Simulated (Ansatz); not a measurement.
Crystal: CoO.

```
Co O
1.0
     2.57053    0.00000    0.00000
     0.00000    2.57053    0.00000
     0.00000    0.00000    2.57053
Co O
1 1
Direct
  0.00000 0.00000 0.00000
  0.50000 0.50000 0.50000
```

Measurements of this composition are mostly on another form, of space group No. 225.

| Item | Value |
| --- | --- |
| Program | Ansatz 0.2.0 |
| Task | relaxation of cell and atoms |
| Functional | HSEsol |
| Potentials or basis | Ansatz PAW |
| Cutoff | 420 eV (not typed: the program's choice for these potentials) |
| k mesh | 5 × 5 × 5 |
| Occupations | fermi-dirac, width 0.05 eV |
| Spin | collinear spin, ferromagnetic start |
| Starting moments | [2.0, 0.0] μB |

At the start: volume 8.49 Å³/atom.

Problem. How do energy, volume and symmetry change on relaxing?

Solution. It ends after 7 steps and the volume is 8.68 Å³/atom (+2.2 %); space group Pm-3m (No. 221, to 0.05 Å); moment 3.00 μB per cell.

The path:
```
step  energy change (eV)  largest force (eV/Å)  volume (Å³)
   1              0.0000                0.0000        16.99
   2             -0.0037                0.0000        17.19
   3             -0.0041                0.0000        17.35
   4             -0.0041                0.0000        17.36
   5             -0.0057                0.0000        17.36
   6             -0.0056                0.0000        17.37
   7             -0.0059                0.0000        17.37
```

Final structure:
```xyz
2
Lattice="2.5896 0.0000 0.0000 0.0000 2.5896 0.0000 0.0000 0.0000 2.5896" Properties=species:S:1:pos:R:3 pbc="T T T"
Co    0.0000    0.0000    0.0000
O     1.2948    1.2948    1.2948
```

Caveat: the k mesh is coarse (spacing up to 0.49 Å⁻¹), so the values aren't converged, least of all with exact exchange; the magnetic or orbital state may not be the lowest; the plane-wave basis is chosen anew once the cell has moved, so the energies of steps on either side of that aren't comparable; the pressure holds a Pulay correction of +0.8 GPa for the finite cutoff; a cell with one magnetic atom can't hold antiferromagnetic order, which such compounds often take; the PAW data sets come from PBE, with cores solved anew for the run's functional, which leaves a small shift of forces and pressure.
